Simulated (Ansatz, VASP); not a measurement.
# Cross-check of C (C (Fd-3m)) between VASP and Ansatz

One calculation is typed for both programs; each brings its own data sets. How far apart do they land? The cell is taken from a series of runs on this material, whose earlier steps may have relaxed, scaled, displaced or heated it; both programs get it as it stands.

Main program and level: Ansatz 0.2.0; plane waves, with VASP 6.6.1 beside it; single point at LDA.

### 1. Starting point

The cell holds 216 atoms: 216 C. Its edges and angles: a = 10.595 Å, b = 10.595 Å, c = 10.595 Å, α = 90.0°, β = 90.0°, γ = 90.0°.

### 2. Ansatz: single point, LDA

Ansatz runs on its default PAW (the set named soft_2) files.

A single point gives forces, pressure and levels at one fixed geometry, so differences don't come from the geometry; what else differs is listed under the comparison.

File input.yaml:

```yaml
crystal:
  lattice:
    - [10.5951880973, 0.0, 0.0]
    - [0.0, 10.5951880973, 0.0]
    - [0.0, 0.0, 10.5951880973]
  atoms:
    - { symbol: C, position: [0.0, 0.0, 0.0] }
    - { symbol: C, position: [0.0, 0.1666666667, 0.1666666667] }
    - { symbol: C, position: [0.1666666667, 0.0, 0.1666666667] }
    - { symbol: C, position: [0.1666666667, 0.1666666667, 0.0] }
    - { symbol: C, position: [0.0833333333, 0.0833333333, 0.0833333333] }
    - { symbol: C, position: [0.0833333333, 0.25, 0.25] }
    - { symbol: C, position: [0.25, 0.0833333333, 0.25] }
    - { symbol: C, position: [0.25, 0.25, 0.0833333333] }
    - { symbol: C, position: [0.0, 0.0, 0.3333333333] }
    - { symbol: C, position: [0.0, 0.1666666667, 0.5] }
    - { symbol: C, position: [0.1666666667, 0.0, 0.5] }
    - { symbol: C, position: [0.1666666667, 0.1666666667, 0.3333333333] }
    - { symbol: C, position: [0.0833333333, 0.0833333333, 0.4166666667] }
    - { symbol: C, position: [0.0833333333, 0.25, 0.5833333333] }
    - { symbol: C, position: [0.25, 0.0833333333, 0.5833333333] }
    - { symbol: C, position: [0.25, 0.25, 0.4166666667] }
    - { symbol: C, position: [0.0, 0.0, 0.6666666667] }
    - { symbol: C, position: [0.0, 0.1666666667, 0.8333333333] }
    - { symbol: C, position: [0.1666666667, 0.0, 0.8333333333] }
    - { symbol: C, position: [0.1666666667, 0.1666666667, 0.6666666667] }
    - { symbol: C, position: [0.0833333333, 0.0833333333, 0.75] }
    - { symbol: C, position: [0.0833333333, 0.25, 0.9166666667] }
    - { symbol: C, position: [0.25, 0.0833333333, 0.9166666667] }
    - { symbol: C, position: [0.25, 0.25, 0.75] }
    - { symbol: C, position: [0.0, 0.3333333333, 0.0] }
    - { symbol: C, position: [0.0, 0.5, 0.1666666667] }
    - { symbol: C, position: [0.1666666667, 0.3333333333, 0.1666666667] }
    - { symbol: C, position: [0.1666666667, 0.5, 0.0] }
    - { symbol: C, position: [0.0833333333, 0.4166666667, 0.0833333333] }
    - { symbol: C, position: [0.0833333333, 0.5833333333, 0.25] }
[... 180 atom lines left out ...]
    - { symbol: C, position: [0.8333333333, 0.6666666667, 0.8333333333] }
    - { symbol: C, position: [0.8333333333, 0.8333333333, 0.6666666667] }
    - { symbol: C, position: [0.75, 0.75, 0.75] }
    - { symbol: C, position: [0.75, 0.9166666667, 0.9166666667] }
    - { symbol: C, position: [0.9166666667, 0.75, 0.9166666667] }
    - { symbol: C, position: [0.9166666667, 0.9166666667, 0.75] }
basis:
  ecutwfc: 420
  xc_grid: 2
hamiltonian:
  xc: lda
kpoints:
  mp_grid: { grid: [1, 1, 1] }
scf:
  occupations: { method: fermi_dirac, width: 0.01 }
  max_iter: 80
```

Launch:

```
ansatz run input.yaml --threads 12 --pin off --max-ram 56524MiB --backend cuda --events-out ev --progress --plain --runs-dir out
```

The program printed:

```text
Engine: ansatz 0.2.0, aarch64-unknown-linux-gnu
[...]
Pseudopotential: C, paw, valence charge 4, recommended cutoff 420 eV (normal), C.paw.azcp
Functional definition: SPW92
[...]
Crystal: 216 atoms, lattice volume = 1189.395 Å³
Basis set: ecut = 420 eV, 23127 PW (Γ), exchange–correlation on 144×144×144 points (8 copies of the dense FFT grid, shifted against one another)
Bands: 648, of which v1, the nominal top of the filled ones, is band 432 counted from 1 (431 counted from 0)
[...]
Space group: Fd-3m (ITA 227), of the structure as read, at distance tolerance 1.1e-4 Å
k-points: 1
[...]
Functional: x = slater, c = lda
SCF iter   1: F=—  HF=-52484.623222 eV  |F-HF|=—  |Δ(HF+E_count)|=         —  Δρ=7.33e-3  dr2=2.25e-1  ethr=1.77e-3  ⟨swp⟩=5.0  Hψ=2645  notcnv=0  defer=60
[...]
SCF iter   2: F=—  HF=-52484.584128 eV  |F-HF|=—  |Δ(HF+E_count)|=   3.91e-2  Δρ=4.05e-3  dr2=7.23e-2  ethr=2.60e-5  ⟨swp⟩=2.0  Hψ=773  notcnv=0  defer=201
[...]
automatic band count: iteration 3 solves 500 bands in place of 648: the levels show a gap, and the empty bands left out lie too high to hold charge; the band table lists the bands solved (type scf.n_e [...]
[...]
SCF iter   5: F=-52484.565977 eV  HF=-52484.565977 eV  |F-HF|=4.68e-8  |Δ(HF+E_count)|=   4.84e-6  Δρ=1.53e-5  dr2=7.16e-7  ethr=2.05e-9  ⟨swp⟩=3.0  Hψ=876  notcnv=0  defer=62
SCF iter   6: F=-52484.565978 eV  HF=-52484.565978 eV  |F-HF|=7.86e-10  |Δ(HF+E_count)|=   8.08e-8  Δρ=4.83e-7  dr2=1.07e-9  ethr=8.29e-11  ⟨swp⟩=1.0  Hψ=1289  notcnv=0
SCF 1 converged in 6 iterations: F = -52484.565978 eV  dr2 = 1.07e-9
[...]
SCF converged after 6 iterations
Free energy (F): -52484.565978 eV
[...]
Fermi energy:    15.702283 eV
--- Per-component energies (eV) ---
[...]
```

Reading the cycles: dr2 is the Hartree energy of the density residual (eV), the measure of convergence; HF is the Harris–Foulkes estimate of the energy, which meets the free energy F at convergence.

### 3. VASP: single point, LDA

The same cell, functional (in two slightly different forms), mesh and smearing now go to VASP, with its own data sets.

Lines of VASP's logs that name or quote its potential files are left out, and so is its time.

File INCAR:

```
SYSTEM = C
PREC = Accurate
ENCUT = 520
EDIFF = 1E-06
NELM = 120
ISMEAR = -1
SIGMA = 0.01
LREAL = Auto
ALGO = Normal
GGA = CA
NBANDS = 583
LORBIT = 11
LWAVE = .FALSE.
LCHARG = .FALSE.
ISIF = 2
LASPH = .TRUE.
GGA_COMPAT = .FALSE.
EFERMI = MIDGAP
```

File POSCAR:

```
C
1.0
   10.5951880973      0.0000000000      0.0000000000
    0.0000000000     10.5951880973      0.0000000000
    0.0000000000      0.0000000000     10.5951880973
C
216
Direct
    0.0000000000      0.0000000000      0.0000000000
    0.0000000000      0.1666666667      0.1666666667
    0.1666666667      0.0000000000      0.1666666667
    0.1666666667      0.1666666667      0.0000000000
    0.0833333333      0.0833333333      0.0833333333
    0.0833333333      0.2500000000      0.2500000000
    0.2500000000      0.0833333333      0.2500000000
    0.2500000000      0.2500000000      0.0833333333
    0.0000000000      0.0000000000      0.3333333333
    0.0000000000      0.1666666667      0.5000000000
    0.1666666667      0.0000000000      0.5000000000
    0.1666666667      0.1666666667      0.3333333333
    0.0833333333      0.0833333333      0.4166666667
    0.0833333333      0.2500000000      0.5833333333
    0.2500000000      0.0833333333      0.5833333333
    0.2500000000      0.2500000000      0.4166666667
    0.0000000000      0.0000000000      0.6666666667
    0.0000000000      0.1666666667      0.8333333333
    0.1666666667      0.0000000000      0.8333333333
    0.1666666667      0.1666666667      0.6666666667
    0.0833333333      0.0833333333      0.7500000000
    0.0833333333      0.2500000000      0.9166666667
    0.2500000000      0.0833333333      0.9166666667
    0.2500000000      0.2500000000      0.7500000000
    0.0000000000      0.3333333333      0.0000000000
    0.0000000000      0.5000000000      0.1666666667
    0.1666666667      0.3333333333      0.1666666667
    0.1666666667      0.5000000000      0.0000000000
    0.0833333333      0.4166666667      0.0833333333
    0.0833333333      0.5833333333      0.2500000000
[... 180 atom lines left out ...]
    0.8333333333      0.6666666667      0.8333333333
    0.8333333333      0.8333333333      0.6666666667
    0.7500000000      0.7500000000      0.7500000000
    0.7500000000      0.9166666667      0.9166666667
    0.9166666667      0.7500000000      0.9166666667
    0.9166666667      0.9166666667      0.7500000000
```

File KPOINTS:

```
Automatic mesh
0
Gamma
1 1 1
0 0 0
```

Potentials, in the order of the species: C (LDA family, release 64).

Launch:

```
export OMP_NUM_THREADS=3
mpirun -np 1 vasp_gam
```

The program printed:

```text
[banner, memory and clock lines left out]
running    1 mpi-ranks, on    1 nodes
[...]
Offloading initialized ...    1 GPUs detected
[...]
LDA part: xc-table for (Slater(with rela. corr.)+CA(PZ))
 , standard interpolation
 POSCAR, INCAR and KPOINTS ok, starting setup
[...]
entering main loop
       N       E                     dE             d eps       ncg     rms          rms(c)
DAV:   1     0.599673870162E+04    0.59967E+04   -0.53069E+05  1166   0.155E+03
DAV:   2    -0.168005314838E+04   -0.76768E+04   -0.71817E+04  1525   0.357E+02
DAV:   3    -0.226425155886E+04   -0.58420E+03   -0.57737E+03  1460   0.927E+01
DAV:   4    -0.227869536814E+04   -0.14444E+02   -0.14363E+02  1444   0.155E+01
[...]
DAV:  10    -0.218476328107E+04   -0.44166E-03   -0.13873E-03  1420   0.448E-02    0.537E-02
DAV:  11    -0.218476319737E+04    0.83702E-04   -0.27838E-04  1412   0.197E-02    0.355E-03
DAV:  12    -0.218476319816E+04   -0.79492E-06   -0.67991E-06  1348   0.307E-03
   1 F= -.21847632E+04 E0= -.21847632E+04  d E =0.000000E+00
```

OUTCAR, selected parts (step 3):

```text
  FREE ENERGIE OF THE ION-ELECTRON SYSTEM (eV)
  ---------------------------------------------------
  free  energy   TOTEN  =     -2184.7631981616 eV

  energy  without entropy=    -2184.7631981616  energy(sigma->0) =    -2184.76319816
```

The run ends at a pressure of 1.81 GPa.

### 4. Comparison

Known differences besides the potentials themselves: the two LDA forms differ slightly; the cutoff is 420 eV in Ansatz and 520 eV in VASP (PREC = Accurate, projectors in real space); VASP's log shows a relativistic correction to its local exchange, Ansatz's none. Total energies have different zeros and are not compared.

The two programs side by side:

| quantity | Ansatz | VASP | difference |
| --- | --- | --- | --- |
| gap on the k mesh (eV) | 4.194 | 4.194 | +0.001 |

A gap on the mesh is an upper bound, since the band edges may lie between its points.

### 5. Summary of results

```yaml
difference_in_gap_on_the_k_mesh_single_point_lda: 8.9e-4 eV
```

What this shows: The difference in gap on the k mesh is 8.9e-4 eV (single point, LDA), within the 0.08 eV picked in this series as the mark of a large difference. Such differences can come from data sets, numerical settings and the points named under the comparisons, not from the functional's error against experiment.

[Lines on the potential files, build, host, timing and source positions are cut from VASP's logs without a mark.]

[Logs are printed without paths, hosts, clocks, repeated set-up lines and the standing remarks that a program may print on its own settings, such as how far it seeks lower states.]

[Hosts, paths, dates, database ids (printed as entryN), source tags and the programs' standing remarks are cut or masked in the printed files.]
